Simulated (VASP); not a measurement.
# Na (I4/mmm) in VASP: notebook

One crystal, Na, is run at these levels: LDA; tasks: single point.

Program: VASP 6.6.1. These are calculated values, not measurements. Logs are shortened: lines on timing, memory, paths and dates and some standing lists are left out, and cuts for length are marked.

**1. The structure**

Symmetry: I4/mmm, No. 139, tetragonal system. The conventional cell has a = 3.777 Å, b = 3.777 Å, c = 5.275 Å, α = 90.00°, β = 90.00°, γ = 90.00°. Na (site symmetry 4/mmm) is surrounded by 12 Na at 3.75 to 3.78 Å.

This isn't the form of Na at room conditions, which is bcc.

**2. Single point, LDA**

Input file INCAR:

```
SYSTEM = Na
PREC     = Accurate       ! precision mode
ENCUT    = 520            ! plane-wave cutoff, eV
EDIFF    = 1E-6           ! SCF threshold, eV
ISMEAR   = 0              ! smearing method
SIGMA    = 0.15           ! smearing width, eV
LREAL    = .FALSE.        ! projectors in reciprocal space
LASPH    = .TRUE.         ! aspherical terms in the spheres
NELM     = 100            ! most SCF steps
ALGO     = Fast           ! electronic algorithm
ISIF     = 2              ! what is computed and relaxed
LWAVE    = .FALSE.        ! write WAVECAR
LCHARG   = .TRUE.         ! write CHGCAR
LELF     = .TRUE.         ! ELF
LVHAR    = .TRUE.       
NBANDS   = 10             ! bands
```

Input file KPOINTS:

```
regular mesh
0
G
  20 20 20
  0 0 0
```

Input file POSCAR:

```
Na
1.0
   -1.8882910800      1.8882910800      2.6372766800
    1.8882910800     -1.8882910800      2.6372766800
    1.8882910800      1.8882910800     -2.6372766800
Na
1
Direct
    0.0000000000      0.0000000000      0.0000000000
```

Potentials or basis: VASP PAW LDA potentials, release 64 (Na_pv).

Command:

```bash
cat potpaw_LDA.64/Na_pv/POTCAR > POTCAR
mpirun -np 1 vasp_std > vasp.out
```

OUTCAR:

```text
SYSTEM = Na
   PREC = Accurate
   ENCUT = 520
   EDIFF = 1E-6
   ISMEAR = 0
   LREAL = .FALSE.
   LASPH = .TRUE.
   NELM = 100
   ISIF = 2

 ion  position               nearest neighbor table
   1  0.000  0.000  0.000-

  LATTYP: Found a body centered tetragonal cell.
 ALAT       =     3.7765821600
 C/A-ratio  =     1.3966473220

  Lattice vectors:

 A1 = (  -1.8882910800,   1.8882910800,   2.6372766800)
 A2 = (   1.8882910800,  -1.8882910800,   2.6372766800)
 A3 = (   1.8882910800,   1.8882910800,  -2.6372766800)

Analysis of symmetry for initial positions (statically):
=====================================================================
 Subroutine PRICEL returns:
 Original cell was already a primitive cell.

 Routine SETGRP: Setting up the symmetry group for a
 body centered tetragonal supercell.

 Subroutine GETGRP returns: Found 16 space group operations
 (whereof 16 operations were pure point group operations)
 out of a pool of 16 trial point group operations.

The static configuration has the point symmetry D_4h.

Analysis of symmetry for dynamics (positions and initial velocities):
=====================================================================
 Subroutine PRICEL returns:
 Original cell was already a primitive cell.

 Routine SETGRP: Setting up the symmetry group for a
 body centered tetragonal supercell.

 Subroutine GETGRP returns: Found 16 space group operations
 (whereof 16 operations were pure point group operations)
 out of a pool of 16 trial point group operations.

The dynamic configuration has the point symmetry D_4h.

 Subroutine INISYM returns: Found 16 space group operations
 (whereof 16 operations are pure point group operations),
 and found     1 'primitive' translations

----------------------------------------------------------------------------------------

                                     Primitive cell

  volume of cell :      37.6144

  direct lattice vectors                    reciprocal lattice vectors
    -1.888291080  1.888291080  2.637276680     0.000000000  0.264789685  0.189589512
     1.888291080 -1.888291080  2.637276680     0.264789685  0.000000000  0.189589512
     1.888291080  1.888291080 -2.637276680     0.264789685  0.264789685  0.000000000

  length of vectors
     3.753200593  3.753200593  3.753200593     0.325665105  0.325665105  0.374469164

  position of ions in fractional coordinates (direct lattice)
     0.000000000  0.000000000  0.000000000

  ion indices of the primitive-cell ions
   primitive index   ion index
                 1           1

----------------------------------------------------------------------------------------

 KPOINTS: regular mesh

Automatic generation of k-mesh.
 Grid dimensions read from file:
 generate k-points for:   20   20   20

 Generating k-lattice:

  Cartesian coordinates                     Fractional coordinates (reciprocal lattice)
     0.000000000  0.013239484  0.009479476     0.050000000  0.000000000 -0.000000000
     0.013239484  0.000000000  0.009479476     0.000000000  0.050000000 -0.000000000
     0.013239484  0.013239484  0.000000000     0.000000000  0.000000000  0.050000000

  Length of vectors
     0.016283255  0.016283255  0.018723458

  Shift w.r.t. Gamma in fractional coordinates (k-lattice)
     0.000000000  0.000000000  0.000000000

 Subroutine IBZKPT returns following result:
 ===========================================

 Found    641 irreducible k-points:

 Following reciprocal coordinates:
            Coordinates               Weight
  0.000000  0.000000  0.000000      1.000000
  0.050000 -0.000000  0.000000      8.000000
  0.100000 -0.000000  0.000000      8.000000
  0.150000 -0.000000  0.000000      8.000000
  0.200000 -0.000000  0.000000      8.000000
  0.250000 -0.000000  0.000000      8.000000
[... 16 lines left out ...]
 -0.400000  0.050000 -0.000000     16.000000
 -0.350000  0.050000 -0.000000     16.000000
 [... further k-points ...]
   k-points           NKPTS =    641   k-points in BZ     NKDIM =    641   number of bands    NBANDS=     10
   number of dos      NEDOS =    301   number of ions     NIONS =      1
   total plane-waves  NPLWV =  21952
   dimension x,y,z NGX =    28 NGY =   28 NGZ =   28
   dimension x,y,z NGXF=    56 NGYF=   56 NGZF=   56
   ions per type =               1
   NGX,Y,Z   is equivalent  to a cutoff of  12.40, 12.40, 12.40 a.u.
   NGXF,Y,Z  is equivalent  to a cutoff of  24.80, 24.80, 24.80 a.u.
 SYSTEM =  Na
   PREC   = accura    normal or accurate (medium, high low for compatibility)
   ISTART =      0    job   : 0-new  1-cont  2-samecut
   ICHARG =      2    charge: 1-file 2-atom 10-const
   ISPIN  =      1    spin polarized calculation?
   LNONCOLLINEAR =      F non collinear calculations
   LSORBIT =      F    spin-orbit coupling
   LASPH  =      T    aspherical Exc in radial PAW
   ENCUT  =  520.0 eV  38.22 Ry    6.18 a.u.   6.98  6.98  6.98*2*pi/ulx,y,z
   NELM   =    100;   NELMIN=  2; NELMDL= -5     # of ELM steps
   EDIFF  = 0.1E-05   stopping-criterion for ELM
   LREAL  =      F    real-space projection
   EDIFFG = 0.1E-04   stopping-criterion for IOM
   NSW    =      0    number of steps for IOM
   IBRION =     -1    ionic relax: 0-MD 1-quasi-New 2-CG
   NFREE  =      0    steps in history (QN), initial steepest desc. (CG)
   ISIF   =      2    stress and relaxation
   ISYM   =      2    0-nonsym 1-usesym 2-fastsym
   POTIM  = 0.5000    time-step for ionic-motion
   TEBEG  =    0.0;   TEEND  =   0.0 temperature during run
   PSTRESS=    0.0 pullay stress
   NELECT =       7.0000    total number of electrons
   NUPDOWN=      -1.0000    fix difference up-down
   EMIN   =  10.00;   EMAX   =-10.00  energy-range for DOS
   EFERMI =   0.00;   METHOD = LEGACY
   ISMEAR =     0;   SIGMA  =   0.15  broadening in eV -4-tet -1-fermi 0-gaus
   EFERMI_NEDOS =   21; number of points for ismear=-14 and -15
   IALGO  =     68    algorithm
   IMIX   =      4    mixing-type and parameters
     AMIX     =   0.40;   BMIX     =  1.00
     AMIX_MAG =   1.60;   BMIX_MAG =  1.00
  volume/ion in A,a.u.               =      37.61       253.83
  Fermi-wavevector in a.u.,A,eV,Ry     =   0.934666  1.766262 11.886050  0.873600
  Thomas-Fermi vector in A             =   2.061494
   LORBIT       =      0    0 simple, 1 ext, 2 COOP (PROOUT), +10 PAW based schemes
   GGA     = CA    functional components
   LHFCALC =     F    Hartree Fock is set to
   AEXX    =    0.0000 exact exchange contribution
   IVDW    =     0    specifies the selected vdW correction
   LEPSILON=     F    determine dielectric tensor
   LRPA    =     F    only Hartree local field effects (RPA)
 non-spin polarized calculation
 RMM-DIIS sequential band-by-band and
 Gauss-broadening in eV      SIGMA  =   0.15
  energy-cutoff  :      520.00
  volume of cell :       37.61
 maximum number of plane-waves:      1028
   NGX = 13   NGY = 13   NGZ = 13

 number of electron       6.9999999 magnetization

 Free energy of the ion-electron system (eV)
  ---------------------------------------------------
  ext. energy  EPLUGINS =         0.00000000
  ---------------------------------------------------
  free energy    TOTEN  =        -1.44448917 eV

  energy without entropy =       -1.43886446  energy(sigma->0) =       -1.44167682

 E-fermi :   0.1302     XC(G=0):  -6.6869

 val. band max:        0.1260757858   @ k =   0.2500   0.2500   0.0500
 cond. band min:       0.1350211235   @ k =  -0.2000  -0.4500   0.1500
 fundamental gap:      0.0089453377
 Fermi energy:         0.1302112972

 k-point     1 :       0.0000    0.0000    0.0000
  band No.  band energies     occupation
      1     -24.8308      2.00000
      2     -24.8308      2.00000
      3     -24.8308      2.00000
      4      -3.1327      2.00000
      5      11.0580      0.00000
      6      11.0580      0.00000
      7      11.1051      0.00000
      8      12.3201      0.00000
      9      12.5262      0.00000
     10      12.5315      0.00000

 k-point     2 :       0.0500   -0.0000    0.0000
  band No.  band energies     occupation
      1     -24.8316      2.00000
      2     -24.8309      2.00000
      3     -24.8309      2.00000
      4      -3.0914      2.00000
      5      10.2876      0.00000
      6      10.9533      0.00000
      7      10.9912      0.00000
      8      12.3479      0.00000
      9      12.6944      0.00000
     10      12.7163      0.00000

 k-point     3 :       0.1000   -0.0000    0.0000
  band No.  band energies     occupation
      1     -24.8340      2.00000
      2     -24.8313      2.00000
      3     -24.8312      2.00000
      4      -2.9679      2.00000
      5       9.0885      0.00000
      6      10.7315      0.00000
      7      10.7824      0.00000
      8      12.1485      0.00000
      9      13.1014      0.00000
     10      13.1261      0.00000

 k-point     4 :       0.1500   -0.0000    0.0000
  band No.  band energies     occupation
      1     -24.8378      2.00000
      2     -24.8318      2.00000
      3     -24.8317      2.00000
      4      -2.7627      2.00000
      5       7.8753      0.00000
      6      10.5004      0.00000
      7      10.5664      0.00000
      8      11.9091      0.00000
      9      13.6126      0.00000
     10      13.7784      0.00000
[... 222 lines left out ...]
 k-point    22 :      -0.4500    0.0500   -0.0000
  band No.  band energies     occupation
      1     -24.8629      2.00000
      2     -24.8360      2.00000
      3     -24.8354      2.00000
      4      -0.0922      1.96404
      5       2.0050      0.00000
      6       9.5727      0.00000
      7       9.7193      0.00000
      8      10.7057      0.00000
      9      11.7344      0.00000
     10      12.0191      0.00000

 k-point    23 :      -0.4000    0.0500   -0.0000
  band No.  band energies     occupation
      1     -24.8601      2.00000
      2     -24.8355      2.00000
      3     -24.8351      2.00000
      4      -0.7303      2.00000
      5       2.8989      0.00000
      6       9.5841      0.00000
      7       9.7969      0.00000
      8      10.7676      0.00000
      9      11.9568      0.00000
     10      12.1363      0.00000

 k-point    24 :      -0.3500    0.0500   -0.0000
  band No.  band energies     occupation
      1     -24.8561      2.00000
      2     -24.8349      2.00000
      3     -24.8345      2.00000
      4      -1.2980      2.00000
      5       3.8613      0.00000
      6       9.5666      0.00000
      7       9.9301      0.00000
      8      10.9994      0.00000
      9      12.0155      0.00000
     10      12.5165      0.00000

 [... further k-points ...]
[... 5 lines left out ...]
  --------------------------------------------------------------------------------------
  -------------------------------------------------------------------------------------
  Total       -0.2334761     -0.2334761     -0.2292793      0.0000000      0.0000000      0.0000000
  in kB       -9.9448788     -9.9448788     -9.7661171      0.0000000      0.0000000      0.0000000
  external PRESSURE =      -9.8852915 kB  Pullay stress =       0.0000000 kB

 VOLUME and BASIS-vectors are now :
 -----------------------------------------------------------------------------
  energy-cutoff  :      520.00
  volume of cell :       37.61
      direct lattice vectors                 reciprocal lattice vectors
    -1.888291080  1.888291080  2.637276680     0.000000000  0.264789685  0.189589512
     1.888291080 -1.888291080  2.637276680     0.264789685  0.000000000  0.189589512
     1.888291080  1.888291080 -2.637276680     0.264789685  0.264789685  0.000000000

 POSITION                                       TOTAL-FORCE (eV/Angst)
 -----------------------------------------------------------------------------------
      0.00000      0.00000      0.00000        -0.000000      0.000000      0.000000
 -----------------------------------------------------------------------------------
    total drift:                               -0.000000     -0.000000     -0.000000

  FREE ENERGIE OF THE ION-ELECTRON SYSTEM (eV)
  ---------------------------------------------------
  free  energy   TOTEN  =        -1.4444891749 eV

  energy  without entropy=       -1.4388644573  energy(sigma->0) =       -1.44167682
```

It took 66 s on 1 thread of Intel Xeon 6975P-C (Granite Rapids), shared host; peak memory 0.28 GiB.

Results:

| Quantity | Value |
| --- | --- |
| Free energy | -1.4445 eV |
| Pressure | -1.0 GPa |
| Band gap on the k mesh | none (metal or under the smearing width) |

Levels at points of the mesh, in eV from the Fermi level:
| k point | band 1 | band 2 | band 3 | band 4 | band 5 | band 6 | band 7 | band 8 | band 9 |
| --- | --- | --- | --- | --- | --- | --- | --- | --- | --- |
| (0.00, 0.00, 0.00) | -24.96 | -24.96 | -24.96 | -3.26 | 10.93 | 10.93 | 10.97 | 12.19 | 12.40 |
| (0.50, 0.00, 0.00) | -24.99 | -24.97 | -24.97 | 0.57 | 0.89 | 9.94 | 10.10 | 10.81 | 10.94 |
| (0.50, 0.50, 0.00) | -24.99 | -24.97 | -24.97 | 1.70 | 2.24 | 6.27 | 7.03 | 7.05 | 8.88 |
| (0.50, 0.50, 0.50) | -24.99 | -24.97 | -24.97 | 1.83 | 2.36 | 6.17 | 6.91 | 6.91 | 8.77 |

**3. Single point, LDA**

Input file INCAR:

```
ALGO = Fast
EDIFF = 1E-7
ENCUT = 520
ISIF = 2
ISMEAR = 0
LASPH = T
LCHARG = F
LREAL = F
LWAVE = F
NBANDS = 10
NELM = 100
PREC = Accurate
SIGMA = 0.15
```

Input file KPOINTS:

```
k-points
0
Gamma
  18 18 18
```

POSCAR is that of step 2.

Potentials or basis: VASP PAW LDA potentials, release 64 (Na_pv).

Command:

```bash
cat potpaw_LDA.64/Na_pv/POTCAR > POTCAR
mpirun -np 1 vasp_std > vasp.out
```

Run time: 58 s. Hardware: 1 thread of Intel Xeon 6975P-C (Granite Rapids), shared host; peak memory 0.24 GiB.

Results (log left out):

```
Free energy            : -1.4447 eV
Pressure               : -0.9 GPa
Band gap on the k mesh : none (metal or under the smearing width)
```

Levels at points of the mesh, in eV from the Fermi level:
| k point | band 1 | band 2 | band 3 | band 4 | band 5 | band 6 | band 7 | band 8 |
| --- | --- | --- | --- | --- | --- | --- | --- | --- |
| (0.00, 0.00, 0.00) | -24.97 | -24.97 | -24.97 | -3.27 | 10.92 | 10.92 | 10.97 | 12.19 |
| (0.50, 0.00, 0.00) | -25.00 | -24.97 | -24.97 | 0.56 | 0.89 | 9.93 | 10.10 | 10.81 |
| (0.50, 0.50, 0.00) | -25.00 | -24.98 | -24.98 | 1.70 | 2.23 | 6.27 | 7.03 | 7.04 |
| (0.50, 0.50, 0.50) | -25.00 | -24.98 | -24.98 | 1.82 | 2.36 | 6.16 | 6.90 | 6.90 |
